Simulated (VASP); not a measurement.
# AlN in VASP: one cell, several levels of theory

AlN (rocksalt), under +1.0 % equal strain in all directions is computed at one geometry. Runs: PBE, r2SCAN. The results are then set beside those of Ansatz 0.2.0 for the same cell. This is a trial cell built on a prototype, not taken from a measured structure, and it needn't be the compound's ground state.

The runs shown are made with VASP 6.6.1. PAW datasets, plane waves. No spin polarisation. The prototype was imposed, so other structures may be more stable.

**1. Starting point**

The cell comes from an earlier relaxation with r2SCAN in another program.

It is cubic, Fm-3m (No. 225); conventional cell a = 4.078 Å, 8.48 Å³ an atom. Around Al lie 6 N at 2.04 Å; around N lie 6 Al at 2.04 Å.

Structure file:

```xyz
2
Lattice="0.0000 2.0391 2.0391 2.0391 0.0000 2.0391 2.0391 2.0391 0.0000" Properties=species:S:1:pos:R:3 pbc="T T T"
Al    0.0000    0.0000    0.0000
N     2.0391    2.0391    2.0391
```

**2. PBE at this geometry**

INCAR reads:

```
ENCUT = 520.000000
SIGMA = 0.020000
EDIFF = 1.00e-07
GGA = PE
PREC = Accurate
IBRION = -1
ISIF = 2
ISMEAR = -1
NBANDS = 11
NELM = 120
NSW = 0
LASPH = .TRUE.
LCHARG = .TRUE.
LELF = .TRUE.
LWAVE = .FALSE.
LREAL = .FALSE.
```

KPOINTS reads:

```
KPOINTS created by Atomic Simulation Environment
0
Gamma
10 10 10
0 0 0
```

KPOINTS_OPT reads:

```
special points
7
Reciprocal
0.0000000000 0.0000000000 0.0000000000 1
0.5000000000 0.0000000000 0.5000000000 1
0.6250000000 0.2500000000 0.6250000000 1
0.3750000000 0.3750000000 0.7500000000 1
0.5000000000 0.5000000000 0.5000000000 1
0.5000000000 0.2500000000 0.7500000000 1
0.0000000000 0.5000000000 0.5000000000 1
```

POSCAR reads:

```
Al N
 1.0000000000000000
     0.0000000000000000    2.0390571366999999    2.0390571366999999
     2.0390571366999999    0.0000000000000000    2.0390571366999999
     2.0390571366999999    2.0390571366999999    0.0000000000000000
 Al  N
   1   1
Cartesian
  0.0000000000000000  0.0000000000000000  0.0000000000000000
  2.0390571366999994  2.0390571366999994  2.0390571366999994
```

The run uses the recommended PBE PAW datasets (8 valence electrons a neutral cell).

Run with:

```console
$ mpirun -np 1 vasp_std
```

**3. r2SCAN**

INCAR reads:

```
ENCUT = 520.000000
SIGMA = 0.010000
EDIFF = 1.00e-07
ALGO = Normal
METAGGA = R2SCAN
PREC = Accurate
IBRION = -1
ISIF = 2
ISMEAR = 0
NBANDS = 11
NELM = 120
NSW = 0
LASPH = .TRUE.
LCHARG = .TRUE.
LELF = .TRUE.
LWAVE = .FALSE.
LREAL = .FALSE.
```

KPOINTS is that of step 2.

KPOINTS_OPT is that of step 2.

POSCAR is that of step 2.

**Question.** What will these runs give? Wanted: for each run, gap; pressure; Ansatz: gap; Ansatz: pressure.

The runs gave:

```
 level  gap (eV)  pressure (GPa)  Ansatz: gap (eV)  Ansatz: pressure (GPa)
   PBE      4.36           -1.65              4.38                   -1.39
r2SCAN      5.23           -8.56              5.22                   -7.77
```

**Reading.** The gap runs from 4.36 eV (PBE) to 5.23 eV (r2SCAN). The pressure is highest with PBE (-1.7 GPa) and lowest with r2SCAN (-8.6 GPa), which orders the cells that they would relax to. The two programs agree on the gap within 0.03 eV, far less than the spread between functionals. Each program uses its own PAW datasets and cutoff.
